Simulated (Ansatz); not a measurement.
# Sb (P2_1/m) in Ansatz: notebook

Runs on Sb. Level: LDA. Tasks: single point, equation of state.

Everything below comes from runs of Ansatz 0.2.0. Logs are shortened: lines on timing, memory, paths and dates and some standing lists are left out, and cuts for length are marked.

## (1) Starting point

Symmetry: P2_1/m, No. 11, monoclinic system. Conventional cell: a = 4.528 Å, b = 4.421 Å, c = 6.500 Å, α = 90.00°, β = 101.72°, γ = 90.00°. Around Sb (site symmetry m) lie 3 Sb at 2.92 to 2.98 Å. Sb (site symmetry m) has 3 Sb at 2.92 to 2.98 Å as nearest neighbours.

This isn't the form of Sb at room conditions, which is rhombohedral.

## (2) Single point, LDA, 29.94 Å³/atom (volume scaled by 0.94)

Contents of input.yaml:

```yaml
crystal:
  lattice:
    - [4.4352720244, 0.0, 0.0]
    - [0.0, 4.3308481452, 0.0]
    - [-1.2935620687, 0.0, 6.2344268918]
  atoms:
    - { symbol: Sb, position: [0.33993, 0.25, 0.68367] }
    - { symbol: Sb, position: [0.936638, 0.75, 0.762758] }
    - { symbol: Sb, position: [0.063362, 0.25, 0.237242] }
    - { symbol: Sb, position: [0.66007, 0.75, 0.31633] }
kpoints:
  mp_grid: { grid: [6, 6, 4] }
scf:
  occupations: { method: fermi_dirac, width: 0.05 }
hamiltonian:
  xc: lda
  pseudopotentials: { kind: all_electron, lapw: { basis_error: 0.002 } }
output:
  forces: true
  stress: true
  eigenvalues: true
```

Potentials or basis: all-electron LAPW, scalar-relativistic.

The run is started by

```
$ ansatz run input.yaml --threads 2 --pin off --max-ram 8192MiB --backend cpu --events-out ev --progress --plain --runs-dir out
```

The log of the run:

```text
Warning: RAYON_NUM_THREADS=2 ignored (pool sized by the plan → 2); use --threads N
LAPW: plane waves up to 7.638 Å⁻¹, error target 2.0e-3 eV per atom; small_component_spin mean_spin; Sb in spheres of 1.429 Å, 23 of its electrons in bands, Dirac shells [] (how accurate: hamiltonian.pseudopotentials.lapw.basis_error, Limitations)
Engine: ansatz 0.2.0, aarch64-unknown-linux-gnu
Pseudopotentials: kind: all_electron
Pseudopotential: Sb, LAPW, valence charge 23, lapw/all_electron/scalar/gaussian/Sb, Koelling and Harmon's equation, gaussian nucleus
Functional definition: SPW92
  exchange = slater_x
  correlation = pw_c
Crystal: 4 atoms, lattice volume = 119.754 Å³
Basis set: ecut = 222.25521112447825 eV, 913 PW (Γ), exchange–correlation at level 2
Bands: 56, of which v1, the nominal top of the filled ones, is band 46 counted from 1 (45 counted from 0)
Symmetry: 4 space group operations
Space group: P21/m (ITA 11), of the structure as read, at distance tolerance 4.9e-5 Å
k-points: 56 of 144
Non-local potential: Sb, projectors of the file, none
Initial density: superposition of atomic densities (chi_scale 0.1, normalization cell)
Initial wavefunctions: plane waves of lowest kinetic energy (no species holds an atomic orbital)
Functional: x = slater, c = lda
iter 1 solved again at ethr=2.24e-4 eV; its pass at ethr=1.00e-1 eV (dr2=2.06e-1 eV) is discarded
SCF iter   1: F=—  HF=-704878.325043 eV  |F-HF|=—  |Δ(HF+E_count)|=         —  Δρ=1.33e-2  dr2=2.08e-1  ethr=2.24e-4  ⟨swp⟩=3.0  Hψ=20471  notcnv=0
preconditioner: auto → LDOS  [metal: Δε(μ)=0.029 eV  Ē_g=9.464 eV  σ=0.050 eV  W_gap=0.14  n_scr=34 (ndim 8)  ℏωp=15.2 eV  f_vac=0.016  D(μ)=0.75/eV (n_scr^D=2)  β→1.0]
SCF iter   2: F=—  HF=-704878.280337 eV  |F-HF|=—  |Δ(HF+E_count)|=   4.47e-2  Δρ=3.24e-3  dr2=5.39e-2  ethr=2.24e-4  ⟨swp⟩=2.7  Hψ=9760  notcnv=0
SCF iter   3: F=—  HF=-704878.268949 eV  |F-HF|=—  |Δ(HF+E_count)|=   1.14e-2  Δρ=2.35e-3  dr2=3.41e-2  ethr=5.86e-5  ⟨swp⟩=2.9  Hψ=9935  notcnv=0
iter 4 solved again at ethr=2.53e-6 eV; its pass at ethr=3.71e-5 eV (dr2=2.33e-3 eV) is discarded
SCF iter   4: F=—  HF=-704878.259299 eV  |F-HF|=—  |Δ(HF+E_count)|=   9.65e-3  Δρ=6.68e-4  dr2=2.34e-3  ethr=2.53e-6  ⟨swp⟩=2.0  Hψ=15648  notcnv=0
SCF iter   5: F=—  HF=-704878.258061 eV  |F-HF|=—  |Δ(HF+E_count)|=   1.24e-3  Δρ=1.77e-4  dr2=1.65e-4  ethr=2.53e-6  ⟨swp⟩=2.0  Hψ=9177  notcnv=0
SCF iter   6: F=—  HF=-704878.258005 eV  |F-HF|=—  |Δ(HF+E_count)|=   5.57e-5  Δρ=2.75e-5  dr2=2.16e-6  ethr=1.79e-7  ⟨swp⟩=2.0  Hψ=9177  notcnv=0
SCF iter   7: F=-704878.258004 eV  HF=-704878.258004 eV  |F-HF|=3.95e-8  |Δ(HF+E_count)|=   1.13e-6  Δρ=4.83e-6  dr2=3.68e-8  ethr=2.35e-9  ⟨swp⟩=2.2  Hψ=9191  notcnv=0
SCF 1 converged in 7 iterations: F = -704878.258004 eV  dr2 = 3.68e-8
SCF converged after 7 iterations
Free energy (F): -704878.258004 eV
Harris-Foulkes:  -704878.258004 eV  (|F-HF|=3.95e-8)
Internal energy: -704878.249767 eV  (E = F + TS)
E sigma→0 (E₀):  -704878.253886 eV
Entropy (-TS):   -0.008236 eV (-2.059 meV/atom)
Fermi energy:    12.356394 eV
--- Per-component energies (eV) ---
  E_band       = -3605.048794
  E_kinetic    = 742662.861746
  E_xc         = -17973.278912
  E_electrostatic = -1429567.832601  (all electrons and nuclei)
  E_smearing   = -0.008236  (= −TS)
  E_closure    = 0.000000  (closes the sum)
  E_atoms      = -704859.514043  (free atoms, spherical and without spin; not in F)
  Σ components = -704878.258004   (vs F -704878.258004, Δ=0.00e0)
  Basis errors (estimates in eV, not in F): energy 8.2e-4 per atom: plane waves 7.3e-4 (4.2e-4 summed), levels above the bands 4.3e-60, relativity 1.1e-8, radial functions 9.3e-5, core shells 8.4e-9; eigenvalues (radial functions only) 8.2e-7; not estimated: angular momenta, meshes, grids; target (lapw.basis_error) 2.0e-3; muffin-tin radii Sb 1.429 Å
--- Forces (eV/Å), atoms counted from 1 ---
  atom   1  Sb     0.12305988     0.00000000     0.23549524
  atom   2  Sb     0.00385285     0.00000000     0.18658941
  atom   3  Sb    -0.00385285     0.00000000    -0.18658941
  atom   4  Sb    -0.12305988     0.00000000    -0.23549524
  max |Σ_I F_I| component: 2.78e-17 eV/Å
--- Stress (GPa, compression-positive) ---
       -0.483590       0.000000       0.458433
        0.000000      -0.625553       0.000000
        0.458433       0.000000       0.026902
  P = ⅓ Tr σ = -0.3607 GPa (-3.607 kbar)
--- Band table (eV; the first three rows and the last of 56) ---
  k-point 0: bands = ["-131.5006", "-131.5006", "-131.3867", "-131.3867", "-84.6447", "-84.6447", "-84.6346", "-84.6346", "-84.5999", "-84.5999", "-84.5323", "-84.5323", "-84.5094", "-84.5093", "-84.4954", "-84.4954", "-16.7721", "-16.7684", "-16.7645", "-16.7124", "-16.7044", "-16.6973", "-16.6931", "-16.6659", "-16.6557", "-16.6528", "-16.5746", "-16.5552", "-16.5478", "-16.5478", "-16.5439", "-16.5225", "-16.5224", "-16.4801", "-16.4719", "-16.4707", "-0.3838", "2.2477", "4.9505", "5.7975", "7.9630", "8.6792", "9.4106", "10.0573", "10.8841", "12.2222", "14.3313", "15.1179", "15.4175", "15.4970", "15.5254", "16.0120", "16.3946", "17.9822", "18.3762", "19.2697"]
  k-point 1: bands = ["-131.5006", "-131.5006", "-131.3867", "-131.3867", "-84.6447", "-84.6447", "-84.6346", "-84.6346", "-84.5999", "-84.5999", "-84.5323", "-84.5323", "-84.5094", "-84.5093", "-84.4954", "-84.4954", "-16.7732", "-16.7689", "-16.7634", "-16.7099", "-16.7041", "-16.6945", "-16.6918", "-16.6704", "-16.6619", "-16.6508", "-16.5746", "-16.5558", "-16.5468", "-16.5464", "-16.5438", "-16.5223", "-16.5223", "-16.4801", "-16.4716", "-16.4708", "-0.2335", "1.7723", "4.9143", "6.3903", "8.3936", "8.8481", "9.0976", "10.3584", "10.5111", "12.0068", "13.6866", "14.1080", "14.8793", "15.5043", "16.1758", "16.4482", "16.5759", "17.9682", "18.8594", "19.4121"]
  k-point 2: bands = ["-131.5006", "-131.5006", "-131.3867", "-131.3867", "-84.6447", "-84.6447", "-84.6346", "-84.6346", "-84.5999", "-84.5999", "-84.5323", "-84.5323", "-84.5094", "-84.5093", "-84.4954", "-84.4954", "-16.7741", "-16.7693", "-16.7625", "-16.7079", "-16.7006", "-16.6987", "-16.6812", "-16.6738", "-16.6730", "-16.6497", "-16.5746", "-16.5565", "-16.5459", "-16.5448", "-16.5440", "-16.5222", "-16.5221", "-16.4802", "-16.4711", "-16.4710", "-0.0200", "1.3029", "4.9080", "6.7829", "8.8494", "9.1072", "9.7465", "10.0748", "10.4939", "10.6358", "12.9829", "14.1765", "14.5402", "15.4607", "16.2797", "16.8901", "17.1409", "18.0073", "18.9688", "19.9158"]
  k-point 55: bands = ["-131.5006", "-131.5006", "-131.3867", "-131.3867", "-84.6447", "-84.6447", "-84.6346", "-84.6346", "-84.5999", "-84.5999", "-84.5323", "-84.5323", "-84.5094", "-84.5094", "-84.4954", "-84.4954", "-16.7647", "-16.7647", "-16.7078", "-16.7078", "-16.6910", "-16.6910", "-16.6726", "-16.6726", "-16.6507", "-16.6507", "-16.5621", "-16.5621", "-16.5547", "-16.5547", "-16.5454", "-16.5454", "-16.5287", "-16.5287", "-16.4793", "-16.4793", "2.2995", "2.2995", "3.9854", "3.9854", "6.8757", "6.8757", "8.2433", "8.2433", "11.0091", "11.0091", "14.3235", "14.3235", "16.0026", "16.0026", "17.2131", "17.2131", "19.2244", "19.2244", "19.8031", "19.8031"]
```

It took 32 s on 2 threads of Arm Neoverse V1, shared host; peak memory 0.56 GiB.

Results:

```yaml
Free_energy: -704878.2580 eV
Pressure: -0.4 GPa
Largest_force: 0.266 eV/Å
Band_gap_on_the_k_mesh: none (metal or under the smearing width)
```

## (3) Single point, LDA, 30.58 Å³/atom (volume scaled by 0.96)

input.yaml, as its differences from that of step 2:

```diff
@@ -2,5 +2,5 @@
   lattice:
-    - [4.4352720244, 0.0, 0.0]
-    - [0.0, 4.3308481452, 0.0]
-    - [-1.2935620687, 0.0, 6.2344268918]
+    - [4.4665073636, 0.0, 0.0]
+    - [0.0, 4.3613480807, 0.0]
+    - [-1.3026719609, 0.0, 6.2783327531]
   atoms:
```

Potentials or basis: all-electron LAPW, scalar-relativistic.

The run is started by

```
$ ansatz run input.yaml --threads 2 --pin off --max-ram 8192MiB --backend cpu --events-out ev --progress --plain --runs-dir out
```

Wall time 32 s (2 threads of Arm Neoverse V1, shared host); peak memory 0.56 GiB.

The run converged. Its results:

- Free energy: -704878.2430 eV
- Pressure: -1.5 GPa
- Largest force: 0.158 eV/Å
- Band gap on the k mesh: none (metal or under the smearing width)

## (4) Single point, LDA, 31.21 Å³/atom (volume scaled by 0.98)

input.yaml, as its differences from that of step 3:

```diff
@@ -2,5 +2,5 @@
   lattice:
-    - [4.4665073636, 0.0, 0.0]
-    - [0.0, 4.3613480807, 0.0]
-    - [-1.3026719609, 0.0, 6.2783327531]
+    - [4.4973118361, 0.0, 0.0]
+    - [0.0, 4.3914272939, 0.0]
+    - [-1.3116561893, 0.0, 6.321632968]
   atoms:
```

The run is started by

```
$ ansatz run input.yaml --threads 2 --pin off --max-ram 8192MiB --backend cpu --events-out ev --progress --plain --runs-dir out
```

Wall time 31 s (2 threads of Arm Neoverse V1, shared host); peak memory 0.56 GiB.

It converged, with:

```
Free energy            : -704878.2109 eV
Pressure               : -2.5 GPa
Largest force          : 0.132 eV/Å
Band gap on the k mesh : none (metal or under the smearing width)
```

## (5) Single point, LDA, 31.85 Å³/atom

input.yaml, as its differences from that of step 4:

```diff
@@ -2,5 +2,5 @@
   lattice:
-    - [4.4973118361, 0.0, 0.0]
-    - [0.0, 4.3914272939, 0.0]
-    - [-1.3116561893, 0.0, 6.321632968]
+    - [4.5277, 0.0, 0.0]
+    - [0.0, 4.4211, 0.0]
+    - [-1.320519, 0.0, 6.364348]
   atoms:
```

The run is started by

```
$ ansatz run input.yaml --threads 2 --pin off --max-ram 8192MiB --backend cpu --events-out ev --progress --plain --runs-dir out
```

Wall time 31 s (2 threads of Arm Neoverse V1, shared host); peak memory 0.56 GiB.

It converged, with:

| Item | Value |
| --- | --- |
| Free energy | -704878.1638 eV |
| Pressure | -3.4 GPa |
| Largest force | 0.236 eV/Å |
| Band gap on the k mesh | none (metal or under the smearing width) |

## (6) Single point, LDA, 32.49 Å³/atom (volume scaled by 1.02)

input.yaml, as its differences from that of step 5:

```diff
@@ -2,5 +2,5 @@
   lattice:
-    - [4.5277, 0.0, 0.0]
-    - [0.0, 4.4211, 0.0]
-    - [-1.320519, 0.0, 6.364348]
+    - [4.5576856421, 0.0, 0.0]
+    - [0.0, 4.4503796612, 0.0]
+    - [-1.3292644138, 0.0, 6.4064972283]
   atoms:
```

Potentials or basis: all-electron LAPW, scalar-relativistic.

The run is started by

```
$ ansatz run input.yaml --threads 2 --pin off --max-ram 8192MiB --backend cpu --events-out ev --progress --plain --runs-dir out
```

It took 30 s on 2 threads of Arm Neoverse V1, shared host; peak memory 0.57 GiB.

It converged, with:

- Free energy: -704878.1033 eV
- Pressure: -4.2 GPa
- Largest force: 0.341 eV/Å
- Band gap on the k mesh: none (metal or under the smearing width)

## (7) Single point, LDA, 33.12 Å³/atom (volume scaled by 1.04)

input.yaml, as its differences from that of step 6:

```diff
@@ -2,5 +2,5 @@
   lattice:
-    - [4.5576856421, 0.0, 0.0]
-    - [0.0, 4.4503796612, 0.0]
-    - [-1.3292644138, 0.0, 6.4064972283]
+    - [4.5872818327, 0.0, 0.0]
+    - [0.0, 4.4792790402, 0.0]
+    - [-1.3378962428, 0.0, 6.4480990254]
   atoms:
```

The run is started by

```
$ ansatz run input.yaml --threads 2 --pin off --max-ram 8192MiB --backend cpu --events-out ev --progress --plain --runs-dir out
```

Run time: 30 s. Hardware: 2 threads of Arm Neoverse V1, shared host; peak memory 0.56 GiB.

Results (log left out):

```
Free energy            : -704878.0309 eV
Pressure               : -4.9 GPa
Largest force          : 0.442 eV/Å
Band gap on the k mesh : none (metal or under the smearing width)
```

## (8) Single point, LDA, 33.76 Å³/atom (volume scaled by 1.06)

input.yaml, as its differences from that of step 7:

```diff
@@ -2,5 +2,5 @@
   lattice:
-    - [4.5872818327, 0.0, 0.0]
-    - [0.0, 4.4792790402, 0.0]
-    - [-1.3378962428, 0.0, 6.4480990254]
+    - [4.6165009761, 0.0, 0.0]
+    - [0.0, 4.5078102492, 0.0]
+    - [-1.3464181047, 0.0, 6.4891708272]
   atoms:
```

The run is started by

```
$ ansatz run input.yaml --threads 2 --pin off --max-ram 8192MiB --backend cpu --events-out ev --progress --plain --runs-dir out
```

Run time: 30 s. Hardware: 2 threads of Arm Neoverse V1, shared host; peak memory 0.56 GiB.

It converged, with:

```
Free energy            : -704877.9479 eV
Pressure               : -5.5 GPa
Largest force          : 0.535 eV/Å
Band gap on the k mesh : none (metal or under the smearing width)
```

## (9) Equation of state, LDA

Potentials or basis: all-electron LAPW, scalar-relativistic.

This step only gathers the single runs of the series.

What came out:

| Property | Result |
| --- | --- |
| Equilibrium volume | 29.75 Å³/atom (rough: see the caveat) |
| Bulk modulus at fixed shape and positions | 58 GPa (rough) |

Energy against volume, from the lowest point:
| volume (Å³/atom) | energy (meV/atom) |
| --- | --- |
| 29.938 | 0.00 |
| 30.575 | 3.76 |
| 31.212 | 11.77 |
| 31.849 | 23.55 |
| 32.486 | 38.68 |
| 33.123 | 56.77 |
| 33.760 | 77.52 |

Caveat: the minimum lies outside the volumes run; the cell was scaled at fixed shape and fractional positions, which overstates the stiffness of a crystal with free parameters, most of all of layers and chains. The run has no spin-orbit coupling, so splittings on Sb are missing.
